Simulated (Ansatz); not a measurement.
# Y (Fm-3m) in Ansatz: convergence with k mesh

Aim: find how far k mesh must go before the results for Y settle, at PBE. This setting moves, with any that are tied to it; all else stays.

All numbers are computed with Ansatz 0.2.0; they aren't measurements. Logs are shortened: lines on timing, memory, paths and dates and some standing lists are left out, and cuts for length are marked.

**1. The structure**

The structure is cubic, space group Fm-3m (No. 225). Conventional cell: a = 5.104 Å, b = 5.104 Å, c = 5.104 Å, α = 90.00°, β = 90.00°, γ = 90.00°. Y (site symmetry m-3m) has 12 Y at 3.61 Å as nearest neighbours.

This isn't the form of Y at room conditions, which is hcp.

**2. With k mesh 2 × 2 × 2**

input.yaml reads:

```yaml
crystal:
  lattice:
    - [0.0, 2.5519910612, 2.5519910612]
    - [2.5519910612, 0.0, 2.5519910612]
    - [2.5519910612, 2.5519910612, 0.0]
  atoms:
    - { symbol: "Y", position: [0.0, 0.0, 0.0] }
kpoints:
  mp_grid: { grid: [2, 2, 2] }
scf:
  occupations: { method: fermi_dirac, width: 0.05 }
hamiltonian:
  xc: pbe
  pseudopotentials: { kind: all_electron, lapw: { basis_error: 0.001 } }
output:
  forces: true
  stress: true
  eigenvalues: true
```

Potentials or basis: all-electron LAPW, scalar-relativistic.

The run is started by

```console
$ ansatz run input.yaml --threads 1 --pin off --max-ram 3072MiB --backend cpu --events-out ev --progress --plain --runs-dir out
```

What it wrote:

```text
Warning: RAYON_NUM_THREADS=1 ignored (pool sized by the plan → 1); use --threads N
LAPW: plane waves up to 5.824 Å⁻¹, error target 1.0e-3 eV per atom; small_component_spin mean_spin; Y in spheres of 1.805 Å, 21 of its electrons in bands, Dirac shells [] (how accurate: hamiltonian.pseudopotentials.lapw.basis_error, Limitations)
Engine: ansatz 0.2.0, x86_64-unknown-linux-gnu
Pseudopotentials: kind: all_electron
Pseudopotential: Y, LAPW, valence charge 21, lapw/all_electron/scalar/gaussian/Y, Koelling and Harmon's equation, gaussian nucleus
Functional definition: PBE
  parameter kappa = 0.804
  parameter beta = 0.06672455060314922
  exchange = pbe_x(kappa = kappa, mu = beta*pi^2/3)
  correlation = pbe_c(beta = beta)
Crystal: 1 atoms, lattice volume = 33.240 Å³
Basis set: ecut = 129.2450770128702 eV, 113 PW (Γ), exchange–correlation at level 2
Bands: 15, of which v1, the nominal top of the filled ones, is band 11 counted from 1 (10 counted from 0)
Symmetry: 48 space group operations
Space group: Fm-3m (ITA 225), of the structure as read, at distance tolerance 3.2e-5 Å
k-points: 3 of 8
Non-local potential: Y, projectors of the file, none
Initial density: superposition of atomic densities (chi_scale 0.1, normalization cell)
Initial wavefunctions: plane waves of lowest kinetic energy (no species holds an atomic orbital)
Functional: x = pbe(κ = 0.804, μ = 0.2195149727645171), c = pbe(β = 0.06672455060314922)
iter 1 solved again at ethr=6.16e-5 eV; its pass at ethr=1.00e-1 eV (dr2=1.29e-2 eV) is discarded
SCF iter   1: F=—  HF=-92120.298938 eV  |F-HF|=—  |Δ(HF+E_count)|=         —  Δρ=6.47e-3  dr2=1.34e-2  ethr=6.16e-5  ⟨swp⟩=3.3  Hψ=298  notcnv=0
preconditioner: auto → none  [insulator: Δε(μ)=1.302 eV  Ē_g=5.262 eV  σ=0.050 eV  W_gap=0.75  n_scr=14 (ndim 8)  ℏωp=11.2 eV  f_vac=0.000  D(μ)=3.75/eV (n_scr^D=58)  ε∞_Penn≈5.5]
SCF iter   2: F=—  HF=-92120.282785 eV  |F-HF|=—  |Δ(HF+E_count)|=   1.62e-2  Δρ=3.00e-3  dr2=2.98e-3  ethr=6.16e-5  ⟨swp⟩=2.0  Hψ=131  notcnv=0
iter 3 solved again at ethr=1.28e-6 eV; its pass at ethr=1.42e-5 eV (dr2=2.68e-4 eV) is discarded
SCF iter   3: F=—  HF=-92120.283480 eV  |F-HF|=—  |Δ(HF+E_count)|=   6.95e-4  Δρ=9.15e-4  dr2=2.67e-4  ethr=1.28e-6  ⟨swp⟩=2.0  Hψ=220  notcnv=0
SCF iter   4: F=—  HF=-92120.283649 eV  |F-HF|=—  |Δ(HF+E_count)|=   1.69e-4  Δρ=8.63e-5  dr2=2.02e-6  ethr=1.27e-6  ⟨swp⟩=2.7  Hψ=133  notcnv=0
SCF iter   5: F=-92120.283652 eV  HF=-92120.283651 eV  |F-HF|=6.74e-8  |Δ(HF+E_count)|=   2.75e-6  Δρ=1.45e-5  dr2=9.76e-8  ethr=9.62e-9  ⟨swp⟩=3.0  Hψ=135  notcnv=0
SCF 1 converged in 5 iterations: F = -92120.283652 eV  dr2 = 9.76e-8
SCF converged after 5 iterations
Free energy (F): -92120.283652 eV
Harris-Foulkes:  -92120.283651 eV  (|F-HF|=6.74e-8)
Internal energy: -92120.255535 eV  (E = F + TS)
E sigma→0 (E₀):  -92120.269593 eV
Entropy (-TS):   -0.028117 eV (-28.117 meV/atom)
Fermi energy:    11.198883 eV
--- Per-component energies (eV) ---
  E_band       = -1458.703305
  E_kinetic    = 94992.825682
  E_xc         = -2984.422218
  E_electrostatic = -184128.658999  (all electrons and nuclei)
  E_smearing   = -0.028117  (= −TS)
  E_closure    = 0.000000  (closes the sum)
  E_atoms      = -92114.731899  (free atoms, spherical and without spin; not in F)
  Σ components = -92120.283652   (vs F -92120.283652, Δ=0.00e0)
  Basis errors (estimates in eV, not in F): energy 1.1e-4 per atom: plane waves 8.4e-5 (4.3e-5 summed), levels above the bands 2.2e-61, relativity 5.2e-8, radial functions 2.2e-5, core shells 5.1e-8; eigenvalues (radial functions only) 1.3e-6; not estimated: angular momenta, meshes, grids; target (lapw.basis_error) 1.0e-3; muffin-tin radii Y 1.805 Å
--- Forces (eV/Å), atoms counted from 1 ---
  atom   1  Y      0.00000000    -0.00000000    -0.00000000
  max |Σ_I F_I| component: 6.57e-32 eV/Å
--- Stress (GPa, compression-positive) ---
      -12.581716       0.000000       0.000000
        0.000000     -12.581716      -0.000000
        0.000000      -0.000000     -12.581716
  P = ⅓ Tr σ = -12.5817 GPa (-125.817 kbar)
--- Band table (eV) ---
  k-point 0: bands = ["-135.1015", "-135.1015", "-135.0949", "-135.0949", "-135.0949", "-31.9390", "-11.6596", "-11.6596", "-11.6596", "6.0271", "12.5112", "12.5112", "12.5112", "14.4692", "14.4692"]
  k-point 1: bands = ["-135.1015", "-135.1015", "-135.0949", "-135.0949", "-135.0949", "-31.8792", "-12.1900", "-11.7296", "-11.7296", "8.7992", "11.2538", "12.3446", "12.3446", "15.8827", "15.8827"]
  k-point 2: bands = ["-135.1015", "-135.1015", "-135.0949", "-135.0949", "-135.0949", "-31.8596", "-12.1560", "-11.8491", "-11.8491", "9.0142", "9.9133", "12.7148", "15.8937", "16.2874", "16.2874"]
```

Run time: 0.6 s. Hardware: 1 thread of Intel Xeon Platinum 8375C at 2.90GHz (Ice Lake), shared host; peak memory 0.23 GiB.

What came out:

- Free energy: -92120.2837 eV
- Pressure: -12.6 GPa
- Band gap on the k mesh: none (metal or under the smearing width)

**3. With k mesh 3 × 3 × 3**

Edit input.yaml of step 2 so:

```diff
@@ -8,3 +8,3 @@
 kpoints:
-  mp_grid: { grid: [2, 2, 2] }
+  mp_grid: { grid: [3, 3, 3] }
 scf:
```

Potentials or basis: all-electron LAPW, scalar-relativistic.

The run is started by

```console
$ ansatz run input.yaml --threads 1 --pin off --max-ram 3072MiB --backend cpu --events-out ev --progress --plain --runs-dir out
```

Wall time 0.65 s (1 thread of Intel Xeon Platinum 8375C at 2.90GHz (Ice Lake), shared host); peak memory 0.23 GiB.

Results:

```
Free energy            : -92119.2124 eV
Pressure               : -1.3 GPa
Band gap on the k mesh : none (metal or under the smearing width)
```

**4. With k mesh 4 × 4 × 4**

Edit input.yaml of step 3 so:

```diff
@@ -8,3 +8,3 @@
 kpoints:
-  mp_grid: { grid: [3, 3, 3] }
+  mp_grid: { grid: [4, 4, 4] }
 scf:
```

The run is started by

```console
$ ansatz run input.yaml --threads 1 --pin off --max-ram 3072MiB --backend cpu --events-out ev --progress --plain --runs-dir out
```

Run time: 0.86 s. Hardware: 1 thread of Intel Xeon Platinum 8375C at 2.90GHz (Ice Lake), shared host; peak memory 0.23 GiB.

What came out:

| Property | Result |
| --- | --- |
| Free energy | -92119.2870 eV |
| Pressure | -0.2 GPa |
| Band gap on the k mesh | none (metal or under the smearing width) |

**5. With k mesh 6 × 6 × 6**

Edit input.yaml of step 4 so:

```diff
@@ -8,3 +8,3 @@
 kpoints:
-  mp_grid: { grid: [4, 4, 4] }
+  mp_grid: { grid: [6, 6, 6] }
 scf:
```

The run is started by

```console
$ ansatz run input.yaml --threads 1 --pin off --max-ram 3072MiB --backend cpu --events-out ev --progress --plain --runs-dir out
```

Wall time 1.1 s (1 thread of Intel Xeon Platinum 8375C at 2.90GHz (Ice Lake), shared host); peak memory 0.23 GiB.

What came out:

```
Free energy            : -92119.3012 eV
Pressure               : -0.9 GPa
Band gap on the k mesh : none (metal or under the smearing width)
```

**6. With k mesh 7 × 7 × 7**

Edit input.yaml of step 5 so:

```diff
@@ -8,3 +8,3 @@
 kpoints:
-  mp_grid: { grid: [6, 6, 6] }
+  mp_grid: { grid: [7, 7, 7] }
 scf:
```

Potentials or basis: all-electron LAPW, scalar-relativistic.

The run is started by

```console
$ ansatz run input.yaml --threads 1 --pin off --max-ram 3072MiB --backend cpu --events-out ev --progress --plain --runs-dir out
```

Wall time 1.3 s (1 thread of Intel Xeon Platinum 8375C at 2.90GHz (Ice Lake), shared host); peak memory 0.24 GiB.

What came out:

- Free energy: -92119.2978 eV
- Pressure: -1.0 GPa
- Band gap on the k mesh: none (metal or under the smearing width)

**7. With k mesh 9 × 9 × 9**

Edit input.yaml of step 6 so:

```diff
@@ -8,3 +8,3 @@
 kpoints:
-  mp_grid: { grid: [7, 7, 7] }
+  mp_grid: { grid: [9, 9, 9] }
 scf:
```

The run is started by

```console
$ ansatz run input.yaml --threads 1 --pin off --max-ram 3072MiB --backend cpu --events-out ev --progress --plain --runs-dir out
```

Wall time 2 s (1 thread of Intel Xeon Platinum 8375C at 2.90GHz (Ice Lake), shared host); peak memory 0.25 GiB.

Results:

| Quantity | Value |
| --- | --- |
| Free energy | -92119.2956 eV |
| Pressure | -0.8 GPa |
| Band gap on the k mesh | none (metal or under the smearing width) |

**8. With k mesh 11 × 11 × 11**

Edit input.yaml of step 7 so:

```diff
@@ -8,3 +8,3 @@
 kpoints:
-  mp_grid: { grid: [9, 9, 9] }
+  mp_grid: { grid: [11, 11, 11] }
 scf:
```

The run is started by

```console
$ ansatz run input.yaml --threads 1 --pin off --max-ram 3072MiB --backend cpu --events-out ev --progress --plain --runs-dir out
```

It took 2.9 s on 1 thread of Intel Xeon Platinum 8375C at 2.90GHz (Ice Lake), shared host; peak memory 0.26 GiB.

The run converged. Its results:

* Free energy: -92119.2951 eV
* Pressure: -0.9 GPa
* Band gap on the k mesh: none (metal or under the smearing width)

**9. With k mesh 13 × 13 × 13**

Edit input.yaml of step 8 so:

```diff
@@ -8,3 +8,3 @@
 kpoints:
-  mp_grid: { grid: [11, 11, 11] }
+  mp_grid: { grid: [13, 13, 13] }
 scf:
```

Potentials or basis: all-electron LAPW, scalar-relativistic.

The run is started by

```console
$ ansatz run input.yaml --threads 1 --pin off --max-ram 3072MiB --backend cpu --events-out ev --progress --plain --runs-dir out
```

It took 4 s on 1 thread of Intel Xeon Platinum 8375C at 2.90GHz (Ice Lake), shared host; peak memory 0.27 GiB.

Results (log left out):

| Property | Result |
| --- | --- |
| Free energy | -92119.2953 eV |
| Pressure | -0.9 GPa |
| Band gap on the k mesh | none (metal or under the smearing width) |

**10. Result**

| k mesh | energy less the tightest run, at zero smearing (meV/atom) | pressure (GPa) | SCF cycles | CPU time (s) | peak memory (GiB) |
| --- | --- | --- | --- | --- | --- |
| 2 × 2 × 2 | -980.68 | -12.58 | 5 | 0.6 | 0.23 |
| 3 × 3 × 3 | 94.28 | -1.34 | 5 | 0.65 | 0.23 |
| 4 × 4 × 4 | 11.20 | -0.24 | 5 | 0.86 | 0.23 |
| 6 × 6 × 6 | -4.36 | -0.86 | 5 | 1.1 | 0.23 |
| 7 × 7 × 7 | -3.38 | -0.96 | 5 | 1.3 | 0.24 |
| 9 × 9 × 9 | 0.31 | -0.82 | 7 | 2 | 0.25 |
| 11 × 11 × 11 | 0.46 | -0.91 | 7 | 2.9 | 0.26 |
| 13 × 13 × 13 | 0.00 | -0.92 | 7 | 4 | 0.27 |

Against the tightest run, the energy stays within 1 meV/atom from 9 × 9 × 9 on; the pressure stays within 0.1 GPa from 6 × 6 × 6 on. Meshes of other sizes hit other points, so gaps and Fermi surfaces needn't settle smoothly. The tightest run that finished is the yardstick and may itself not be fully converged.
